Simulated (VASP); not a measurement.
Input of a VASP 6.6.1 run:

The input INCAR:

```
SYSTEM = DyScO3
PREC = Accurate
ENCUT = 600
EDIFF = 1E-6
ISMEAR = 0
SIGMA = 0.05
LREAL = .False.
LASPH = .True.
NELM = 150
ALGO = Fast
ISIF = 3
LWAVE = .False.
LCHARG = .False.
GGA = PE
IBRION = 2
NSW = 40
EDIFFG = -0.01
```

Contents of KPOINTS:

```
regular mesh
0
Gamma
  4 3 4
  0 0 0
```

File POSCAR:

```
DyScO3
1.0
    5.7263000000      0.0000000000      0.0000000000
    0.0000000000      7.9132000000      0.0000000000
    0.0000000000      0.0000000000      5.4494000000
Dy Sc O
4 4 12
Direct
    0.9393000000      0.2500000000      0.0172000000
    0.0607000000      0.7500000000      0.9828000000
    0.5607000000      0.7500000000      0.5172000000
    0.4393000000      0.2500000000      0.4828000000
    0.5000000000      0.0000000000      0.0000000000
    0.5000000000      0.5000000000      0.0000000000
    0.0000000000      0.0000000000      0.5000000000
    0.0000000000      0.5000000000      0.5000000000
    0.3040000000      0.9392000000      0.6926000000
    0.6960000000      0.4392000000      0.3074000000
    0.1960000000      0.0608000000      0.1926000000
    0.8040000000      0.5608000000      0.8074000000
    0.6960000000      0.0608000000      0.3074000000
    0.3040000000      0.5608000000      0.6926000000
    0.8040000000      0.9392000000      0.8074000000
    0.1960000000      0.4392000000      0.1926000000
    0.5550000000      0.2500000000      0.8804000000
    0.4450000000      0.7500000000      0.1196000000
    0.9450000000      0.7500000000      0.3804000000
    0.0550000000      0.2500000000      0.6196000000
```

Potentials or basis: VASP PAW PBE potentials, release 64 (Dy_3, Sc_sv, O), 4f in core.

Command:

```bash
$ cat potpaw_PBE.64/Dy_3/POTCAR potpaw_PBE.64/Sc_sv/POTCAR potpaw_PBE.64/O/POTCAR > POTCAR
$ mpirun -np 1 vasp_std > vasp.out
```

Predict the relaxed volume.

12.49 Å³/atom.

Predict the band gap on the k mesh.

4.48 eV, direct.

Estimate the space group after relaxing (to 0.05 Å).

Pnma (No. 62).

Step by step:
| step | energy change (eV) | largest force (eV/Å) | pressure (GPa) | volume (Å³) |
| --- | --- | --- | --- | --- |
| 1 | 0.0000 | 0.5899 | 1.70 | 246.93 |
| 2 | -0.1363 | 0.3057 | -1.49 | 251.64 |
| 3 | -0.1433 | 0.2491 | -2.34 | 252.94 |
| 4 | -0.1945 | 0.2038 | 0.85 | 248.89 |
| 5 | -0.1995 | 0.1531 | -0.01 | 249.82 |
| 6 | -0.2057 | 0.0886 | 0.08 | 249.70 |
| 7 | -0.2074 | 0.0541 | 0.14 | 249.61 |
| 8 | -0.2103 | 0.0381 | -0.17 | 250.02 |
| 9 | -0.2107 | 0.0377 | -0.26 | 250.17 |
| 10 | -0.2103 | 0.0366 | -0.47 | 250.49 |
| 11 | -0.2107 | 0.0385 | -0.34 | 250.26 |
| 12 | -0.2117 | 0.0283 | 0.16 | 249.53 |
| 13 | -0.2118 | 0.0297 | 0.05 | 249.70 |
| 14 | -0.2125 | 0.0244 | 0.07 | 249.69 |
| 15 | -0.2130 | 0.0258 | 0.08 | 249.67 |
| 16 | -0.2135 | 0.0183 | -0.01 | 249.89 |
| 17 | -0.2137 | 0.0141 | -0.14 | 250.05 |
| 18 | -0.2140 | 0.0112 | 0.08 | 249.79 |
| 19 | -0.2140 | 0.0119 | 0.04 | 249.82 |
| 20 | -0.2141 | 0.0067 | 0.04 | 249.84 |

Caveat: spin-orbit coupling is left out, which moves the levels of the heavy elements; an odd mesh through Γ misses points on the zone boundary, where band edges often lie; the 4f electrons are frozen in the core as for a trivalent ion, so they carry no moment and show no levels. Spin polarisation is off, so any magnetic state and its effect on volume and gap are missing.
